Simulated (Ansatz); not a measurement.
Geometry optimisation, Ansatz, DFT PBEsol, scalar-relativistic, plane waves, PAW.

Input file:

```yaml
crystal:
  lattice:
    - [6.496515, 0.0, 0.0]
    - [0.0, 5.91624, 0.0]
    - [0.0, 0.0, 16.231644]
  atoms:
    - { symbol: Ti, position: [0.0, 0.0, 0.06160805] }
    - { symbol: Ti, position: [0.50000002, 0.25, 0.06160805] }
    - { symbol: O, position: [0.0, 0.0, 0.18380061] }
    - { symbol: O, position: [0.19470001, 0.25, 0.06160805] }
    - { symbol: O, position: [0.50000002, 0.0, 0.13953433] }
    - { symbol: O, position: [0.80530003, 0.25, 0.06160805] }
    - { symbol: Ti, position: [0.50000002, 0.0, 0.26172689] }
    - { symbol: Ti, position: [0.0, 0.25, 0.26172689] }
    - { symbol: O, position: [0.50000002, 0.0, 0.38391944] }
    - { symbol: O, position: [0.69470003, 0.25, 0.26172689] }
    - { symbol: O, position: [0.0, 0.0, 0.33965316] }
    - { symbol: O, position: [0.30530001, 0.25, 0.26172689] }
    - { symbol: Ti, position: [0.0, 0.5, 0.06160805] }
    - { symbol: Ti, position: [0.50000002, 0.75, 0.06160805] }
    - { symbol: O, position: [0.0, 0.5, 0.18380061] }
    - { symbol: O, position: [0.19470001, 0.75, 0.06160805] }
    - { symbol: O, position: [0.50000002, 0.5, 0.13953433] }
    - { symbol: O, position: [0.80530003, 0.75, 0.06160805] }
    - { symbol: Ti, position: [0.50000002, 0.5, 0.26172689] }
    - { symbol: Ti, position: [0.0, 0.75, 0.26172689] }
    - { symbol: O, position: [0.50000002, 0.5, 0.38391944] }
    - { symbol: O, position: [0.69470003, 0.75, 0.26172689] }
    - { symbol: O, position: [0.0, 0.5, 0.33965316] }
    - { symbol: O, position: [0.30530001, 0.75, 0.26172689] }
    - { symbol: O, position: [0.16666667, 0.83333333, 0.38330336] }
    - { symbol: H, position: [-0.16666667, 1.16666667, 0.36482095] }
    - { symbol: H, position: [0.26447662, 0.94999044, 0.40794659] }
basis:
  ecutwfc: 420.0
kpoints:
  mp_grid: { grid: [2, 2, 1] }
hamiltonian:
  xc: pbesol
scf:
  occupations: { method: fermi_dirac, width: 0.02 }
  lower_state_search: "off"
relax:
  f_tol: 0.03
  max_steps: 60
  adjacent_minimum: "off"
  constraints: [{ sites: [0, 1, 3, 4, 5, 12, 13, 15, 16, 17] }]
```

Command:

```bash
$ ansatz run input.yaml --threads 2 --pin off --max-ram 5120MiB --backend cpu --events-out ev --progress --plain --runs-dir out
```

Problem. Where does it end, and by what steps?

Solution. It converged. The force dipped under the threshold on the way, but the program's further checks kept it going. Limits of this set-up: coarse k mesh, thin slab, slab without dipole correction, no dispersion correction for a molecule that may bind weakly. After 36 steps the energy has fallen by 9.429 eV; H27 moved furthest, 1.93 Å. Parted: Ti8–H26 (2.05 → 3.52 Å), O25–H27 (1.02 → 2.87 Å). Joined: O9–H26 (2.40 → 0.99 Å), O9–H27 (1.61 → 1.05 Å).

| step | energy less start (eV) | largest force component (eV/Å) | accepted |
| --- | --- | --- | --- |
| 0 | 0.0000 | 5.066 | yes |
| 2 | -6.0227 | 2.021 | yes |
| 4 | -7.2778 | 1.253 | yes |
| 6 | -7.5607 | 0.834 | yes |
| 8 | -7.7215 | 3.638 | no |
| 10 | -8.0495 | 0.645 | yes |
| 12 | -8.1763 | 0.406 | yes |
| 14 | -8.3034 | 0.695 | yes |
| 16 | -8.4826 | 0.890 | yes |
| 18 | -8.7680 | 0.929 | yes |
| 20 | -9.1137 | 1.106 | yes |
| 22 | -9.2818 | 1.355 | yes |
| 24 | -9.3808 | 0.479 | yes |
| 26 | -9.4056 | 0.308 | yes |
| 28 | -9.4179 | 0.139 | yes |
| 30 | -9.4248 | 0.099 | yes |
| 32 | -9.4282 | 0.081 | yes |
| 34 | -9.4290 | 0.057 | yes |
| 36 | -9.4291 | 0.019 | yes |

```xyz
27
Lattice="6.4965 0.0000 0.0000 0.0000 5.9162 0.0000 0.0000 0.0000 16.2316" Properties=species:S:1:pos:R:3
Ti 0.000 0.000 1.000
Ti 3.248 1.479 1.000
O 0.010 0.006 2.756
O 1.265 1.479 1.000
O 3.248 0.000 2.265
O 5.232 1.479 1.000
Ti 3.331 -0.062 4.287
Ti 0.042 1.631 4.218
O 3.462 -0.224 6.327
O 4.499 1.426 4.217
O -0.414 0.235 5.571
O 1.902 1.389 4.326
Ti 0.000 2.958 1.000
Ti 3.248 4.437 1.000
O 0.014 2.960 2.749
O 1.265 4.437 1.000
O 3.248 2.958 2.265
O 5.232 4.437 1.000
Ti 3.247 2.934 4.579
Ti 0.103 4.549 4.518
O 3.287 3.170 6.227
O 4.544 4.462 4.172
O -0.066 2.964 5.368
O 1.987 4.447 4.148
O 0.620 5.346 6.128
H -2.093 5.934 6.505
H 3.383 4.658 6.484
```

Whether the end is a true minimum wasn't checked by a vibrational analysis.

The run took 5.7 min on 2 threads of Intel(R) Xeon(R) Platinum 8175M CPU @ 2.50GHz (Skylake/Cascade Lake) (shared host), peak memory 1.3 GiB.
